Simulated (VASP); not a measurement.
Set up this calculation in VASP 6.6.1, as the native input.

```yaml
Task: band structure
Functional: PBE
Potentials_or_basis: VASP PAW PBE potentials, release 64 (Hg, Te)
Cutoff: 520 eV
k_mesh: 12 × 12 × 12
Occupations: gaussian, width 0.1 eV
Spin: no spin polarisation
Further_INCAR_settings: ALGO = Normal; EDIFF = 1e-06; NBANDS = 16
```

HgTe:

```
Hg Te
1.0
     0.00000    3.32579    3.32579
     3.32579    0.00000    3.32579
     3.32579    3.32579    0.00000
Hg Te
1 1
Direct
  0.00000 0.00000 0.00000
  0.25000 0.25000 0.25000
```

One way to write it, as run:

POSCAR

```
HgTe
1.0
    0.0000000000      3.3257890000      3.3257890000
    3.3257890000      0.0000000000      3.3257890000
    3.3257890000      3.3257890000      0.0000000000
Hg Te
1 1
Direct
    0.0000000000      0.0000000000      0.0000000000
    0.2500000000      0.2500000000      0.2500000000
```

INCAR.step1

```
PREC     = Accurate       # precision mode
ENCUT    = 520            # plane-wave cutoff, eV
EDIFF    = 1E-6           # SCF threshold, eV
ISMEAR   = 0              # smearing method
SIGMA    = 0.1            # smearing width, eV
LREAL    = False          # projectors in reciprocal space
LASPH    = True           # aspherical terms in the spheres
NELM     = 100            # most SCF steps
ALGO     = Normal         # electronic algorithm
ISIF     = 2              # what is computed and relaxed
LWAVE    = False          # write WAVECAR
LCHARG   = True           # write CHGCAR
GGA      = PE             # functional
NBANDS   = 16             # bands
```

KPOINTS.step1

```
Automatic mesh
0
Gamma
  12 12 12
```

INCAR.step2

```
PREC     = Accurate       # precision mode
ENCUT    = 520            # plane-wave cutoff, eV
EDIFF    = 1E-6           # SCF threshold, eV
ISMEAR   = 0              # smearing method
SIGMA    = 0.05           # smearing width, eV
LREAL    = False          # projectors in reciprocal space
LASPH    = True           # aspherical terms in the spheres
NELM     = 100            # most SCF steps
ALGO     = Normal         # electronic algorithm
ISIF     = 2              # what is computed and relaxed
LWAVE    = False          # write WAVECAR
LCHARG   = False          # write CHGCAR
GGA      = PE             # functional
NBANDS   = 16             # bands
ICHARG   = 11             # starting density
```

KPOINTS.step2

```
path GXWKGLUWLK,UX
10
line-mode
reciprocal
 0.0000000000  0.0000000000  0.0000000000  G
 0.5000000000  0.0000000000  0.5000000000  X

 0.5000000000  0.0000000000  0.5000000000  X
 0.5000000000  0.2500000000  0.7500000000  W

 0.5000000000  0.2500000000  0.7500000000  W
 0.3750000000  0.3750000000  0.7500000000  K

 0.3750000000  0.3750000000  0.7500000000  K
 0.0000000000  0.0000000000  0.0000000000  G

 0.0000000000  0.0000000000  0.0000000000  G
 0.5000000000  0.5000000000  0.5000000000  L

 0.5000000000  0.5000000000  0.5000000000  L
 0.6250000000  0.2500000000  0.6250000000  U

 0.6250000000  0.2500000000  0.6250000000  U
 0.5000000000  0.2500000000  0.7500000000  W

 0.5000000000  0.2500000000  0.7500000000  W
 0.5000000000  0.5000000000  0.5000000000  L

 0.5000000000  0.5000000000  0.5000000000  L
 0.3750000000  0.3750000000  0.7500000000  K

 0.6250000000  0.2500000000  0.6250000000  U
 0.5000000000  0.0000000000  0.5000000000  X
```

Potentials or basis: VASP PAW PBE potentials, release 64 (Hg, Te).

Launch:

```bash
$ cat potpaw_PBE.64/Hg/POTCAR potpaw_PBE.64/Te/POTCAR > POTCAR
$ cp INCAR.step1 INCAR
$ cp KPOINTS.step1 KPOINTS
$ mpirun -np 1 vasp_std > vasp.out
$ cp INCAR.step2 INCAR
$ cp KPOINTS.step2 KPOINTS
$ mpirun -np 1 vasp_std > vasp.out
```

Results of the run:

```
Band gap along the path : none (metal or under the smearing width)
```

Caveat: the log is that of the step along the path at fixed density, whose energy, stress, charges and moments have no meaning; spin-orbit coupling is left out, which moves the levels of the heavy elements.

Run time: 78 s on 1 thread of Intel(R) Xeon(R) Platinum 8488C (Sapphire Rapids), on a shared host, peak memory 0.28 GiB.
